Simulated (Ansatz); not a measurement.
## S: the change of energy less free atoms and pressure with volume per atom

Periodic Kohn-Sham DFT of a crystal at fixed atoms; pressure and stress are positive in compression; the energy is the free energy less that of spherical unpolarised free atoms; site moments are those in the method's own spheres, positive along +z. The results are calculated, by Ansatz 0.2.0.

Cell of the first row (space group Pm-3m, No. 221):
```
S
1.0
      2.5459     0.0000     0.0000
      0.0000     2.5459     0.0000
      0.0000     0.0000     2.5459
S
1
Direct
  0.00000 0.00000 0.00000
```

Settings of every row: method all-electron LAPW; functional PBE; relativity scalar; k mesh 16x16x16; filling fermi-dirac; smearing width 0.08 eV; basis error target 1 meV/atom; nucleus gaussian.

Atom start moment: 0 on all atoms.

Limits: the cell comes from a prototype or a list of computed structures and needn't be the stable phase.

```
row  volume per atom (Å³)  energy less free atoms (eV/atom)  pressure (GPa)
  1                16.501                           -3.4897           3.731
  2                16.845                           -3.4956           1.776
  3                17.189                                 ?               ?
  4                17.533                           -3.4958          -1.576
  5                17.876                           -3.4908          -3.008
```

Question: what energy less free atoms and pressure should row 3 give?

Worked fit of energy less free atoms. Take u = (V_r/V)^(2/3) − 1 with V_r = 17.189 Å³ an atom, which is twice the finite (Eulerian) strain; such expansions in the strain, on which the Birch-Murnaghan equation of state is built, carry the rest volume and the bulk modulus. The shown rows have u = 0.02761, 0.01357, -0.01312, -0.02579. Least squares give energy less free atoms = −3.49751 + 0.0023 × u + 10.17 × u² eV/atom; a straight line predicts inner rows, each left out in turn, worse (root mean square 0.0042 against 2.2e-05 eV/atom). All shown rows lie on it to the printed digit. Its lowest point lies at u = -0.0001, or V = 17.19 Å³ an atom, and the curvature there gives the bulk modulus at fixed shape and fractions, B = (4/9)(1 + u)² E″(u)/V = 84.2 GPa. The withheld row has u = 0, so the fit gives −3.49751 + 0.0023 × (0) + 10.17 × (0)² = -3.4975 eV/atom.

The calculation gave -3.4975 eV/atom. The fit meets it to the printed digit.

Worked fit of pressure. Take u = (V_r/V)^(2/3) − 1 with V_r = 17.189 Å³ an atom, which is twice the finite (Eulerian) strain; such expansions in the strain, on which the Birch-Murnaghan equation of state is built, carry the rest volume and the bulk modulus. The shown rows have u = 0.02761, 0.01357, -0.01312, -0.02579. Least squares give pressure = 0.0133 + 125.57 × u + 327.9 × u² GPa; a straight line predicts inner rows, each left out in turn, worse (root mean square 0.13 against 0.0043 GPa). The rows lie off it by 0.001, -0.002, 0.002, -0.001. The pressure vanishes at u = -0.0001, or V = 17.19 Å³ an atom, and there the bulk modulus at fixed shape and fractions is B = −V dP/dV = (2/3)(1 + u) dP/du = 83.7 GPa. The withheld row has u = 0, so the fit gives 0.0133 + 125.57 × (0) + 327.9 × (0)² = 0.013 GPa.

The calculation gave 0.013 GPa. The fit meets it to the printed digit.
